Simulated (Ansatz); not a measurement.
Runs of Ansatz 0.2.0 on NaI. Symmetry: Fm-3m, No. 225, cubic system. Conventional cell: a = 6.473 Å, b = 6.473 Å, c = 6.473 Å, α = 90.00°, β = 90.00°, γ = 90.00°. Around I (site symmetry m-3m) lie 6 Na at 3.24 Å. Na (site symmetry m-3m) has 6 I at 3.24 Å as nearest neighbours. 

```tsv
task	level	potentials or basis	k mesh	cutoff (eV)	smearing	basis error allowed	gap on the mesh (eV)	pressure (GPa)	V0 of scaled cells (Å³/atom)	B0 (GPa)
single point	PBEsol	all-electron LAPW, scalar-relativistic	7 × 7 × 7	133	fermi-dirac 0.05 eV	0.001 eV/atom	3.51	-0.5	-	-
single point	PBE	all-electron PAW datasets made for the crystal	6 × 6 × 6	260	fermi-dirac 0.05 eV	-	3.64	0.4	-	-
single point	PBE	all-electron LAPW, scalar-relativistic	7 × 7 × 7	133	gaussian 0.1 eV	0.001 eV/atom	3.64	0.4	-	-
single point	PBE0	all-electron PAW datasets made for the crystal	6 × 6 × 6	290	fermi-dirac 0.05 eV	-	(b)	-	-	-
equation of state	PBE	all-electron LAPW, scalar-relativistic	7 × 7 × 7	-	fermi-dirac 0.05 eV	0.0005 eV/atom	-	-	(a)	15
single point	PBEsol	all-electron PAW datasets made for the crystal	6 × 6 × 6	260	fermi-dirac 0.05 eV	-	3.51	-0.5	-	-
band structure	LDA	all-electron LAPW, scalar-relativistic	7 × 7 × 7	133	fermi-dirac 0.05 eV	0.001 eV/atom	3.33	-1.6	-	-
equation of state	PBEsol	all-electron LAPW, scalar-relativistic	7 × 7 × 7	-	fermi-dirac 0.05 eV	0.001 eV/atom	-	-	32.83	17
```

Alike in all rows: no spin polarisation; cell as given.

**Question.** Fill in the values left out.

**Answer.** (a) 34.81; (b) 5.34.

Caveats: spin-orbit coupling is left out, which moves the levels of the heavy elements (some runs); an odd mesh through Γ misses points on the zone boundary, where band edges often lie (some runs).

A k mesh can miss the band edges, and the runs leave out spin-orbit coupling on I.

Not every run made on this cell is shown here.
